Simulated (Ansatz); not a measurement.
# GaAs (F-43m): G0W0 under other settings

Aim: change settings of a G0W0 run on GaAs (F-43m) and see what moves.

Program: Ansatz 0.2.0. Level of theory: G0W0 on PBE, plane waves, PAW. Results are calculated unless marked as measured.

### 1. Starting point

The structure is cubic, space group F-43m (No. 216). The conventional cell has a = 5.654 Å, b = 5.654 Å, c = 5.654 Å, α = 90.00°, β = 90.00°, γ = 90.00°. Nearest to Ga lie 4 As at 2.45 Å. Nearest to As lie 4 Ga at 2.45 Å. Farther neighbours are not listed.

The cell and positions come from the Crystallography Open Database and are kept as given unless a step says otherwise. The default PAW set here is soft_2. Its files were made with PBE.

### 2. The base run: 6×6×6 mesh, 47 empty bands, screening to 60 eV

Now the one-shot GW correction: screening in the RPA, then the self-energy of the levels asked for.

Input file input.yaml:

```yaml
crystal:
  lattice:
    - [0.0, 2.82685, 2.82685]
    - [2.82685, 0.0, 2.82685]
    - [2.82685, 2.82685, 0.0]
  atoms:
    - { symbol: Ga, position: [0.0, 0.0, 0.0] }
    - { symbol: As, position: [0.25, 0.25, 0.25] }
kpoints:
  mp_grid: { grid: [6, 6, 6] }
hamiltonian:
  xc: pbe
scf:
  occupations: { method: fixed }
gw:
  n_empty_bands: 47
  ecut_chi: 60
  qp_bands: [v2, c2]
  qp_kpoints: band_edges
  screening: { model: contour_deformation }
```

Launch:

```
> ansatz run input.yaml --threads 2 --pin off --max-ram 92160MiB --backend cuda --events-out ev --progress --plain --runs-dir out --devices 1 --max-vram 13GiB  # rebuilt from the run's record
```

Numbers of over 12 decimals in the logs are rounded to 6 here.

Output:

```text
GPUs: using 1 of 1 available (devices: 1).
Engine: ansatz 0.2.0, x86_64-unknown-linux-gnu
Pseudopotentials: kind: paw
Pseudopotential: Ga, paw, valence charge 13, recommended cutoff 420 eV (normal), Ga.paw.azcp
Pseudopotential: As, paw, valence charge 15, recommended cutoff 420 eV (normal), As.paw.azcp
Functional definition: PBE
  parameter kappa = 0.804
  parameter beta = 0.066725
  exchange = pbe_x(kappa = kappa, mu = beta*pi^2/3)
  correlation = pbe_c(beta = beta)
device memory: the entry about to start is reckoned to put 0.5 GiB on a device that reports 55.6 GiB free (of which the cap on the GPU budget leaves the run 13.0 GiB)
GPU FFT provider: cuFFT
GPU libraries: cuBLAS 13.8.2, cuFFT 12.4.0, cuSOLVER 12.3.4
Crystal: 2 atoms, lattice volume = 45.179 Å³
Basis set: ecut = 420 eV, 893 PW (Γ)
Bands: 18, of which v1, the nominal top of the filled ones, is band 14 counted from 1 (13 counted from 0)
Symmetry: 24 space group operations
Space group: F-43m (ITA 216), of the structure as read, at distance tolerance 3.6e-5 Å
k-points: 16 of 216 (time reversal used)
Non-local potential: Ga, projectors of the file, l = 0: 2, l = 1: 2, l = 2: 3, l = 3: 1
Non-local potential: As, projectors of the file, l = 0: 2, l = 1: 2, l = 2: 3, l = 3: 1
PAW form: soft (Blöchl's): semilocal exchange-correlation on the pseudo side does not see the compensation charge
PAW one-centre angular grid: Ga, 590 points (default); XC on 64 Gauss nodes
PAW one-centre angular grid: As, 590 points (default); XC on 64 Gauss nodes
Initial density: superposition of atomic densities (neutral atoms: chi_scale 0, normalization atom), corrected by the library's trained network
Initial wavefunctions: pseudopotential atomic-orbital guess
GPU buffer pool allocated for 19683 grid points (all kernels)
GPU transforms: local potential and band sums: pruned to the plane-wave sphere, on 25×27×27
Functional: x = pbe(κ = 0.804, μ = 0.219515), c = pbe(β = 0.066725)
SCF iter   1: F=—  HF=-8639.814969 eV  |F-HF|=—  |Δ(HF+E_count)|=         —  Δρ=1.49e-3  dr2=1.52e-3  ethr=1.77e-3  ⟨swp⟩=4.6  Hψ=1233  notcnv=0  defer=22
preconditioner: auto → none  [insulator: Δε(μ)=0.507 eV  Ē_g=15.488 eV  n_scr=14 (ndim 8)  ℏωp=23.4 eV  f_vac=0.086  ε∞_Penn≈3.3]
SCF iter   2: F=—  HF=-8639.814081 eV  |F-HF|=—  |Δ(HF+E_count)|=   8.88e-4  Δρ=7.56e-4  dr2=2.54e-4  ethr=5.41e-6  ⟨swp⟩=2.0  Hψ=597  notcnv=0  defer=27
SCF iter   3: F=—  HF=-8639.813985 eV  |F-HF|=—  |Δ(HF+E_count)|=   9.62e-5  Δρ=2.20e-4  dr2=2.90e-5  ethr=9.05e-7  ⟨swp⟩=2.0  Hψ=469  notcnv=0  defer=27
SCF iter   4: F=—  HF=-8639.814007 eV  |F-HF|=—  |Δ(HF+E_count)|=   2.25e-5  Δρ=9.08e-5  dr2=3.88e-6  ethr=1.04e-7  ⟨swp⟩=2.0  Hψ=352  notcnv=0
[...]
E_hartree    = 1973.738842
  E_xc         = -148.475448
  E_vxc        = -137.511460  (∫ρ·V_xc dr)
  E_paw        = -3824.404686  (= ΣΔE_a)
  E_vpaw       = -179.768604  (= ΣTr[D̂ρ^β])
  E_aug_tail   = -0.000138  (compensation charges beyond the density's cutoff)
  E_ewald      = -2698.727786
  E_smearing   = -0.000000  (= −TS)
  E_closure    = 0.000000  (closes the sum)
  Σ components = -8639.814013   (vs F -8639.814013, Δ=0.00e0)
--- Band table (eV; the first three rows and the last of 16) ---
  k-point 0: bands = [... 10 lower, -4.5366, 8.1914, 8.1914, 8.1914, 8.7049, 11.9251, 11.9251, 11.9251]
  k-point 1: bands = [... 10 lower, -4.2160, 5.4802, 7.8111, 7.8111, 9.8235, 12.4720, 12.4720, 12.8747]
  k-point 2: bands = [... 10 lower, -3.3888, 2.8153, 7.2651, 7.2651, 9.4074, 12.8913, 12.8913, 15.4414]
  k-point 15: bands = [... 10 lower, -1.9910, 1.5116, 4.8489, 4.9922, 11.4682, 11.6457, 15.3069, 15.6075]
--- G₀W₀: contour deformation, 7 samples at zero and on the imaginary axis and 2 off it, 216 q-points, 47 empty bands' worth ---
  eigenvalues of the whole cell's RPA ε∞ on this k-mesh (on a slab, of 1 + 4πα/V) = 50.5181, 50.5181, 50.5181; static W/v taken at q = 0 is 0.019795
  gw.qp_kpoints: band_edges: 9 of 16 stored k-points solved, in 2 passes; an edge of the gap read off the rows below is read off those points alone
    valence top: of the k-points left out ik 8 came nearest to being solved in a further pass, in band 14 (counted from 1, as in the quasiparticle table): it holds the edge there only if its correction is more favourable than any solved in that band by at least 0.527 eV; those differ by 0.161 eV
    conduction bottom: of the k-points left out ik 11 came nearest to being solved in a further pass, in band 15 (counted from 1, as in the quasiparticle table): it holds the edge there only if its correction is more favourable than any solved in that band by at least 1.041 eV; those differ by 0.687 eV
  `?` marks the rows in doubt; gw_qp.tsv's column doubts and the gw_qp event give each row's grounds
    ik  band        ε_KS         Σx   Σc(E_QP)       V_xc       Z   E_QP_lin       E_QP  E_QP is
     0    13      8.1914   -16.8644     1.4056   -15.3202  0.7512     8.0520     8.0529  root
     0    14      8.1914   -16.8644     1.4056   -15.3202  0.7512     8.0520     8.0529  root
     0    15      8.7049   -11.9698    -3.3125   -15.9847  0.7613     9.4538     9.4073  root ?
     0    16     11.9251    -7.8308    -4.0485   -12.1844  0.7453    12.2366    12.2302  root
     1    13      7.8111   -16.5264     1.4884   -14.8750  0.7487     7.6467     7.6480  root
     1    14      7.8111   -16.5264     1.4884   -14.8750  0.7487     7.6467     7.6480  root
     1    15      9.8235   -10.3908    -3.4695   -14.3606  0.7572    10.3597    10.3237  root
     1    16     12.4720    -7.9922    -4.2042   -12.5182  0.7395    12.8011    12.7938  root
     2    13      7.2651   -16.3203     1.6974   -14.4246  0.7441     7.0648     7.0669  root
[...]
12    13      5.5145   -15.6699     2.3524   -13.0179  0.7213     5.2084     5.2149  root
    12    14      5.5145   -15.6699     2.3524   -13.0179  0.7213     5.2084     5.2149  root
    12    15      9.6578    -6.8746    -3.5595   -10.4497  0.7671     9.6734     9.6734  root
    12    16      9.8514    -8.1811    -3.5421   -11.9064  0.7617    10.0364    10.0346  root
[key lines of the parts left out:]
SCF converged after 6 iterations
Free energy (F): -8639.814013 eV
Fermi energy:    8.191395 eV
```

Wall time 10 s (1 × NVIDIA H100 80GB HBM3 (shared by 6 runs) with 2 threads of AMD EPYC 7R13 (Zen 3), shared host); peak memory 1 GiB; 10 s of CPU time.

In the SCF lines HF is the Harris–Foulkes energy and dr2 the Hartree energy of the density residual, in eV; the loop may stop once dr2 is under the threshold and the program's other checks hold. Hψ counts applications of the Hamiltonian.

This step gave:

- bands summed: 61
- RPA ε∞ on this mesh (eigenvalues): 50.52, 50.52, 50.52
- plane waves in the screening matrix: 59
- q-points in the mesh: 216
- G0W0 gap on the mesh: 1.354 eV
- k of the valence top: 0, 0, 0
- k of the conduction bottom: 0, 0, 0
- starting gap on the mesh: 0.5135 eV
- Z at the valence top: 0.7512
- Z at the conduction bottom: 0.7613
- least direct G0W0 gap on the computed points: 1.354 eV

The gap on the mesh goes from 0.51 eV to 1.35 eV, a correction of +0.84 eV. The program marks an edge row as in doubt. Between the two edge states, bare exchange in place of the xc potential would open the gap by 5.56 eV, and correlation takes back 4.72 eV.

### 3. Variant: static remainder

This step: G0W0 on PBE, plane waves, norm-conserving pseudopotentials.

input.yaml, the sections that differ from step 2:

```yaml
kpoints:
  mp_grid: { grid: [4, 4, 4] }
hamiltonian:
  xc: pbe
  pseudopotentials: { kind: nc }
gw:
  n_empty_bands: 47
  ecut_chi: 100
  qp_bands: [v2, c2]
  qp_kpoints: band_edges
  screening: { model: contour_deformation }
  static_remainder: true
# crystal, scf: as in step 2
```

Output:

```text
Warning: gw takes pair_densities: pseudo, which can misplace gaps by tens of per cent, since gw.static_remainder lacks the terms of the atoms
GPUs: using 1 of 1 available (devices: 1).
[...]
GPU FFT provider: cuFFT
GPU libraries: cuBLAS 13.8.2, cuFFT 12.4.0, cuSOLVER 12.3.4
Crystal: 2 atoms, lattice volume = 45.179 Å³
Basis set: ecut = 1142.878222 eV, 3839 PW (Γ)
Bands: 18, of which v1, the nominal top of the filled ones, is band 14 counted from 1 (13 counted from 0)
Symmetry: 24 space group operations
[...]
k-points: 8 of 64 (time reversal used)
[...]
GPU buffer pool allocated for 91125 grid points (all kernels)
[...]
SCF iter   1: F=—  HF=-4967.742147 eV  |F-HF|=—  |Δ(HF+E_count)|=         —  Δρ=3.64e-2  dr2=4.54e-1  ethr=3.10e-3  ⟨swp⟩=5.0  Hψ=630  notcnv=0  defer=10
[...]
SCF iter   7: F=-4967.661645 eV  HF=-4967.661645 eV  |F-HF|=8.67e-9  |Δ(HF+E_count)|=   2.89e-7  Δρ=1.12e-5  dr2=2.44e-8  ethr=3.57e-10  ⟨swp⟩=5.9  Hψ=576  notcnv=0
SCF 1 converged in 7 iterations: F = -4967.661645 eV  dr2 = 2.44e-8
[...]
NSCF: frozen V_eff on 8 k-points
[...]
G₀W₀ screening: q 1/8
[... further progress lines ...]
[...]
SCF converged after 7 iterations
Free energy (F): -4967.661645 eV
[...]
Internal energy: -4967.661645 eV  (E = F + TS)
E sigma→0 (E₀):  -4967.661645 eV
Fermi energy:    8.847521 eV
[...]
--- Band table (eV; the first three rows and the last of 8) ---
  k-point 0: bands = [... 10 lower, -3.8818, 8.8475, 8.8475, 8.8475, 9.3501, 12.5565, 12.5565, 12.5565]
  k-point 1: bands = [... 10 lower, -3.1898, 4.6988, 8.1658, 8.1658, 10.2814, 13.4253, 13.4253, 14.7972]
  k-point 2: bands = [... 10 lower, -2.1154, 2.1940, 7.7010, 7.7010, 9.8314, 13.4657, 13.4657, 16.5963]
  k-point 7: bands = [... 10 lower, -1.3145, 2.1958, 5.3049, 5.4943, 13.4570, 13.5610, 14.2349, 14.8826]
[...]
static-remainder magnitude (band-truncation diagnostic): 0.6527 eV
[...]
0    13      8.8475   -15.8647     1.7081   -13.3457  0.7589     7.9967     8.0366  root
     0    14      8.8475   -15.8647     1.7081   -13.3457  0.7589     7.9967     8.0366  root
     0    15      9.3501   -10.3103    -3.9341   -13.9139  0.7657     9.0222     9.0197  root
     0    16     12.5565    -6.8700    -4.1857   -10.8461  0.7539    12.3481    12.3468  root
     1    13      8.1658   -15.5761     1.8946   -12.8454  0.7542     7.2847     7.3296  root
     1    14      8.1658   -15.5761     1.8946   -12.8454  0.7542     7.2847     7.3296  root
     1    15     10.2814    -8.4964    -3.9233   -12.1328  0.7654     9.9966     9.9944  root
     1    16     13.4253    -6.7721    -4.4487   -11.0369  0.7514    13.2425    13.2415  root
[...]
6    13      6.1609   -15.2835     2.6858   -11.7220  0.7278     5.2263     5.2851  root
     6    14      6.1609   -15.2835     2.6858   -11.7220  0.7278     5.2263     5.2851  root
     6    15     10.2947    -5.6997    -3.8694    -9.3692  0.7766    10.0960    10.0948  root
     6    16     10.4937    -6.7286    -3.9426   -10.5175  0.7706    10.3407    10.3401  root
```

Wall time 6.1 s (1 × NVIDIA H100 80GB HBM3 (shared by 6 runs) with 2 threads); peak memory 0.96 GiB.

Against the base:

```tsv
setting	base	variant
files	default PAW	norm-conserving
mesh	6×6×6	4×4×4
screening cutoff (eV)	60	100
static remainder	-	true
```

```tsv
quantity	variant	base
starting gap on the mesh	0.503	0.514
G0W0 gap on the mesh	0.983	1.354
least direct G0W0 gap on the computed points	0.983	1.354
Z at the valence top	0.759	0.751
Z at the conduction bottom	0.766	0.761
```

### 4. Outcome

```
base             : 1.35 eV, 10 s
static remainder : 0.98 eV, 6.1 s
```

**Reading.** Static remainder: the gap moves by −0.37 eV (the plane-wave cutoff goes from 420 to 1142.88 eV); such settings are too crude to quote. The variant differs from the base in files, mesh, screening cutoff and static remainder together, so the change can't be laid to one of them. This option needs pseudo pair densities, which the log warns can misplace gaps. All runs here use a coarse mesh and modest cutoffs; they test settings and are not final values. The 6×6×6 mesh is coarse for this cell (its supercell is 24 Å along the shortest edge). The RPA ε∞ on it, from the PBE start, is 50.52; such meshes misread the long-range screening, most where the gap is narrow. The RPA ε∞ on this mesh reaches over 25; with a narrow direct gap a coarse mesh can overstate it, and the correction is then too small. The many-body steps are scalar-relativistic: spin-orbit coupling is not in them. The program marks a band-edge row as in doubt, so the gap is less sure than its digits.

[Paths, hosts, dates, memory and timing lines, banners, echoed tables and standing remarks are left out of the program output.]

[Logs are printed without paths, hosts, clocks, repeated set-up lines and the standing remarks that a program may print on its own settings, such as how far it seeks lower states.]

[Runs of the session that timed out or met a known fault of the program may be left out.]

[Cells called generated may have been cut or substituted from an entry of the Crystallography Open Database or the Materials Project.]

[Hosts, paths, dates, database ids (printed as entryN), source tags and the programs' standing remarks are cut or masked in the printed files.]
